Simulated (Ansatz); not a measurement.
# MgTe: the cost of one run

Program: Ansatz 0.2.0. Level of theory: DFT PBEsol, scalar-relativistic. These are calculated values, not measurements.

### 1 Starting point

It takes space group P6_3mc (No. 186, hexagonal). The conventional cell has a = 4.540 Å, b = 4.540 Å, c = 7.395 Å, α = 90.00°, β = 90.00°, γ = 120.00°. Mg (site symmetry 3m) is surrounded by 4 Te at 2.74 to 2.79 Å. Te (site symmetry 3m) is surrounded by 4 Mg at 2.74 to 2.79 Å.

As a file:

```
CELL_PARAMETERS angstrom
4.54000 0.00000 0.00000
-2.27000 3.93176 0.00000
0.00000 0.00000 7.39500
ATOMIC_POSITIONS crystal
Mg 0.33333 0.66667 0.00000
Mg 0.66667 0.33333 0.50000
Te 0.33333 0.66667 0.37000
Te 0.66667 0.33333 0.87000
```

Atoms are numbered in the order of the input: Mg1, Mg2, Te3, Te4.

### 2 The deformed structure

Space group P6_3mc before, P6_3mc after.

### 3 Full-potential LAPW

input.yaml

```yaml
crystal:
  lattice:
    - [4.5400020208, 0.0, 0.0]
    - [-2.2700010104, 3.9317570832, 0.0]
    - [0.0, 0.0, 7.5429]
  atoms:
    - { symbol: Mg, position: [0.3333333333, 0.6666666667, 0.0] }
    - { symbol: Mg, position: [0.6666666667, 0.3333333333, 0.5] }
    - { symbol: Te, position: [0.3333333333, 0.6666666667, 0.37] }
    - { symbol: Te, position: [0.6666666667, 0.3333333333, 0.87] }
kpoints:
  mp_grid: { grid: [10, 10, 6] }
  band_path:
    path:
      - [0.0, 0.0, 0.0]
      - [0.5, 0.0, 0.0]
      - [0.3333333333, 0.3333333333, 0.0]
      - [0.0, 0.0, 0.0]
      - [0.0, 0.0, 0.5]
      - [0.5, 0.0, 0.5]
      - [0.3333333333, 0.3333333333, 0.5]
      - [0.0, 0.0, 0.5]
      - [0.5, 0.0, 0.5]
    npoints: 5
scf:
  occupations: { method: fermi_dirac, width: 0.05 }
hamiltonian:
  xc: pbesol
  pseudopotentials: { kind: all_electron, lapw: { basis_error: 0.001 } }
output:
  forces: true
  stress: true
  eigenvalues: true
```

Command:

```bash
$ ansatz run input.yaml --threads 1 --pin off --max-ram 4096MiB --backend cpu --events-out ev --progress --plain --runs-dir out
```

Q: Estimate wall time and peak memory on 1 thread of Arm Neoverse N1, shared host.

About 2.6 min, with a peak of 0.5 GiB.
